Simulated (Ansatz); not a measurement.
I in Ansatz: convergence with xc grid

I:

```
I
1.0
    -1.61746    1.61746    4.26481
     1.61746   -1.61746    4.26481
     1.61746    1.61746   -4.26481
I
1
Direct
  0.00000 0.00000 0.00000
```

```yaml
Program: Ansatz 0.2.0
Task: convergence study
Functional: r2SCAN
Potentials_or_basis: Ansatz NC
Cutoff: "1230 eV (not typed: the program's choice for these potentials)"
k_mesh: 10 × 10 × 10
Occupations: methfessel-paxton, width 0.05 eV
Spin: no spin polarisation
```

These are the settings of the first run; the series varies xc grid, with any setting tied to it.

Hardware: 2 threads of Intel(R) Xeon(R) Processor @ 2.50GHz (Skylake/Cascade Lake), on a shared host.

| xc grid | energy less the tightest run, at zero smearing (meV/atom) | SCF cycles | CPU time (s) | peak memory (GiB) |
| --- | --- | --- | --- | --- |
| 1 | -0.21 | 6 | 39 | 0.53 |
| 2 | 0.00 | 6 | 41 | 0.55 |
| 3 | 0.00 | 6 | 40 | 0.65 |
| 4 | 0.00 | 6 | 46 | 0.88 |
| 5 | 0.00 | 6 | 50 | 1.2 |

Against the tightest run, the energy stays within 1 meV/atom from 1 on. The tightest run that finished is the yardstick and may itself not be fully converged.

Caveat, for the tightest run too: an odd number of electrons without spin polarisation forces a metal; a magnetic or distorted state may lie lower. Spin-orbit coupling is left out, which matters for the levels of I.
